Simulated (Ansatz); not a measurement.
Epitaxial strain in WSe2: moduli and critical thickness

Theory: DFT PBEsol, scalar-relativistic, plane waves, PAW in Ansatz 0.2.0. Settings: 420 eV cutoff, 12×12×2 k-mesh, Gaussian smearing of 0.02 eV, no spin polarisation.

The relaxed crystal:

```xyz
6
Lattice="3.2711 0.0000 0.0000 -1.6355 2.8329 0.0000 0.0000 0.0000 13.2237" Properties=species:S:1:pos:R:3 pbc="T T T"
W     1.6355    0.9443    9.9178
W     0.0000    1.8886    3.3059
Se    0.0000    1.8886   11.5920
Se    1.6355    0.9443    4.9801
Se    0.0000    1.8886    8.2435
Se    1.6355    0.9443    1.6317
```

The a-b plane is strained alike in both directions, as on a substrate, while c and the atoms relax within the symmetry that the strain leaves. Stress is positive in compression; energies are free energies at the smearing used, per atom.

Spin–orbit coupling is left out, which can shift energies with elements as heavy as these.

```
strain (%) c (Å)  σ in plane (GPa)  ΔE (meV/atom)
      -3.0  13.4141              7.75          28.17
      -2.0  13.3512              4.96          12.24
      -1.0  13.2948              2.38           2.99
      +0.0  13.2237              0.00           0.00
      +1.0  13.1660             -2.21           2.86
      +2.0  13.1127             -4.26          11.23
      +3.0  13.0485             -6.18          24.76
```

Question: Get the biaxial modulus twice, from the stresses and from the energies of the innermost pair.

Answer: From stress: M = −Δσ/Δε = (2.38 − (-2.21)) / 0.020 = 230 GPa. Two in-plane directions each store σε/2, so the energy density is Mε²: M = (mean ΔE)/(V ε²) = 2.93 meV / (20.423 Å³ × 0.010²) × 0.16022 GPa Å³/meV = 230 GPa. The two agree.

Question: How well does Mε², with M from the stresses, predict the outermost points?

Answer: 26.3 meV predicted against 28.2 computed at -3.0 %; 26.3 meV predicted against 24.8 computed at +3.0 %. Compression costs more than stretching, the usual sign of bonds that stiffen as they shorten.

Question: How does c respond, and up to what thickness can a film with 1 % or 2 % misfit stay coherent on a thick substrate?

Answer: c answers with ε_c = −0.49 ε. In an isotropic solid that ratio is 2ν/(1 − ν), so ν = r/(2 + r) = 0.20. A film of thickness h stores Mε²h per area, 23.0 mJ/m² per nm at 1 %. The Matthews–Blakeslee balance for pure edge misfit dislocations, h = b/(8πf(1 + ν)) × (ln(h/b) + 1), with b taken as the in-plane vector a = 3.27 Å, solved by iteration, gives 3.7 nm at f = 1 % and 1.3 nm at 2 %. This is an isotropic estimate in which the moduli cancel; the real Burgers vector, glide system, anisotropy and slow kinetics can shift it by a factor of a few, mostly upward.